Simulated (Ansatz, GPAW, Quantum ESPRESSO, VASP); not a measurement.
## HgTe: 10 runs at one level of theory

```
Hg Te
1.0
     0.00000    3.21450    3.21450
     3.21450    0.00000    3.21450
     3.21450    3.21450    0.00000
Hg Te
1 1
Direct
  0.00000 0.00000 0.00000
  0.75000 0.75000 0.75000
```

Alike in all runs: task band structure; functional PBE; k mesh 7 × 7 × 7; occupations fermi-dirac, width 0.05 eV; no spin polarisation; no spin-orbit coupling. Pressure is positive in compression and, in plane waves, holds the error of the finite cutoff, which Ansatz's Pulay term estimates and takes out.

```tsv
program and potentials	plane-wave cutoff (eV)	notes	pressure (GPa)
Quantum ESPRESSO, PseudoDojo 0.4.1 SR PBE standard	1088	18 valence electrons an atom on average	4.59
GPAW, GPAW PAW data sets (gpaw-data 1.2.1)	600	12 valence electrons an atom on average	4.51
Ansatz, all-electron LAPW, scalar-relativistic	-	-	4.56
Ansatz, SPMS NC	680	18 valence electrons an atom on average; Pulay term of +0.08 GPa included	4.57
VASP, PBE PAW files Hg_sv_GW, Te_GW, 550 eV	550	13 valence electrons an atom on average	4.35
Ansatz, Ansatz PAW (files of its older set among them)	1000	18 valence electrons an atom on average	4.58
Quantum ESPRESSO, SG15 PBE 1.2	952	18 valence electrons an atom on average	?
VASP, PBE PAW files Hg_sv_GW, Te_GW, 600 eV	600	13 valence electrons an atom on average	4.47
VASP, PBE PAW files Hg, Te, release 54, 500 eV	500	9 valence electrons an atom on average	4.65
Ansatz, PseudoDojo stringent (PBE files)	1450	22 valence electrons an atom on average	4.51
```

Question: Estimate from the other rows what the run with Quantum ESPRESSO, SG15 PBE 1.2 gave.

Answer: Pressure 4.64 GPa. The other rows, which needn't bracket it: pressure 4.35 to 4.65.
